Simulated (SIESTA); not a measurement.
NbP:

```
CELL_PARAMETERS angstrom
-1.67492 1.67492 5.74011
1.67492 -1.67492 5.74011
1.67492 1.67492 -5.74011
ATOMIC_POSITIONS crystal
Nb 0.24988 0.74988 0.50000
Nb 0.49988 0.49988 0.00000
P 0.83275 0.33275 0.50000
P 0.08275 0.08275 0.00000
```

The cell is a database's computed one.

- Program: SIESTA 5.4.2
- Task: single point
- Functional: PBEsol
- Potentials or basis: PseudoDojo 0.4 standard (PBEsol files)
- Basis: DZP (energy shift 0.003 Ry; two zetas on semicore shells)
- Grid cutoff: 800 Ry
- Energy shift: 0.003 Ry
- k mesh: 11 × 11 × 11
- Occupations: fermi-dirac, width 0.05 eV
- Spin: no spin polarisation

On this cell: pressure -4.5 GPa; largest force 0.026 eV/Å; band gap on the k mesh none (metal or under the smearing width).

The same run follows on a disturbed copy (atoms moved at random, drawn with an rms of 0.05 Å):

```
Nb P
1.0
    -1.67492    1.67492    5.74011
     1.67492   -1.67492    5.74011
     1.67492    1.67492   -5.74011
Nb P
2 2
Cartesian
  1.6084 -0.0063 2.9324
  -0.0277 -0.0107 5.7562
  -0.0628 1.7222 3.8209
  0.0029 -0.0365 0.8889
```

Problem. What changes?

Solution. The energy (extrapolated to zero smearing) moves by +28.0 meV/atom; pressure -3.9 GPa; largest force 1.286 eV/Å; band gap on the k mesh none (metal or under the smearing width).

Forces in eV/Å, atoms in the order of the input:
```
Nb   0.286  0.408 -1.124
Nb   0.139 -0.037 -0.271
P    0.046 -0.708  0.248
P   -0.471  0.337  1.148
```

Stress tensor (GPa, compression positive):
```
-3.08 -0.05  0.04
-0.05 -1.86  0.20
 0.04  0.20 -6.70
```

Caveats: the basis of atomic orbitals isn't converged, which shifts pressures, moduli and gaps.
